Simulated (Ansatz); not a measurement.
# ZrS2 (P-3m1)

The calculation used DFT PBEsol+D3(BJ), scalar-relativistic, plane waves, PAW in Ansatz 0.2.0.

Plane waves to 420 eV, a k mesh through Γ of 12×12×6 on the computed 3-atom cell and Gaussian smearing (0.01 eV); no spin polarisation.

The structure is relaxed at this level of theory with its symmetry kept.

```
CELL_PARAMETERS angstrom
3.57820 0.00000 0.00000
-1.78910 3.09881 0.00000
0.00000 0.00000 5.54106
ATOMIC_POSITIONS crystal
Zr 0.00000 0.00000 0.00000
S 0.66667 0.33333 0.73532
S 0.33333 0.66667 0.26468
```

Q: Kohn–Sham band gap?

A: 0.29 eV, indirect from Γ to L.

Q: Löwdin character of the top 1 eV of the valence band?

A: S 3p 90 %, Zr 4d 8 %.

Q: Löwdin character of the lowest 1 eV of the conduction band?

A: Zr 4d 71 %, S 3p 22 %.

Q: Electron masses at the edge by Cartesian direction of the standard setting (m_e; degenerate bands sorted by energy; no spin-orbit coupling)?

A: x: 0.26; y: 0.88; z: 0.76.

Q: Hole masses at the edge by Cartesian direction of the standard setting (m_e; degenerate bands sorted by energy; no spin-orbit coupling)?

A: x: 2.2; y: 2.2; z: 0.18.

Q: Bulk modulus?

A: 43 GPa.

Q: Its pressure derivative?

A: 7.8.

Q: Electronic dielectric constant xx, yy, zz of the standard setting (independent particles)?

A: 14.4, 14.4, 11.6.

Q: Bader charges (e)?

A: Zr (1 in the cell) 2.00, S (2 in the cell) -1.00.

Cost: 12 runs of about 5 core-minutes in all, on Intel Xeon Platinum 8488C (Sapphire Rapids) (shared hosts).